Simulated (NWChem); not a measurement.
This NWChem 7 run on HfO2 needs a look.

hfo2.nw

```
start hfo2
title "HfO2 scf"
memory 2 mb
geometry units angstrom nocenter noautosym noautoz print
  system crystal
    lat_a 3.61685119
    lat_b 3.61685119
    lat_c 3.61685119
    alpha 60.00000000
    beta 60.00000000
    gamma 60.00000000
  end
  Hf  0.0000000000  0.0000000000  0.0000000000
  O  -0.2500000000 -0.2500000000 -0.2500000000
  O   0.2500000000  0.2500000000  0.2500000000
end
nwpw
  simulation_cell
    ngrid 48 48 48
  end
  xc bnl
  cutoff 109.0
  ewald_ncut 8
  ewald_rcut 3.0
  pseudopotentials
    Hf library HGH_LDA
    O library HGH_LDA
  end
  cg grassman
  loop 10 10
  tolerances 1e-08 1e-08
  virtual 8
end
task pspw gradient
```

Potentials or basis: NWChem's HGH_LDA library.

Command:

```sh
$ nwchem hfo2.nw > hfo2.out
```

hfo2.out:

```text
------------------------------------------------------------------------
 Memory_Defaults: Global memory limit unreasonable             -487856
 ------------------------------------------------------------------------
 input error at line    3: at end of line looking for character string
 memory 2 mb
 ------------------------------------------------------------------------
  current input line :
     3: memory 2 mb
 ------------------------------------------------------------------------
 ------------------------------------------------------------------------
 There is an error in the input file
 ------------------------------------------------------------------------

[0] ARMCI Error: 0:Memory_Defaults: Global memory limit unreasonable:
```

Question: What happened, and what is wrong with the input?

Answer: The run ended with an error. The input holds a flaw that was put in on purpose: too little memory (memory = 2).
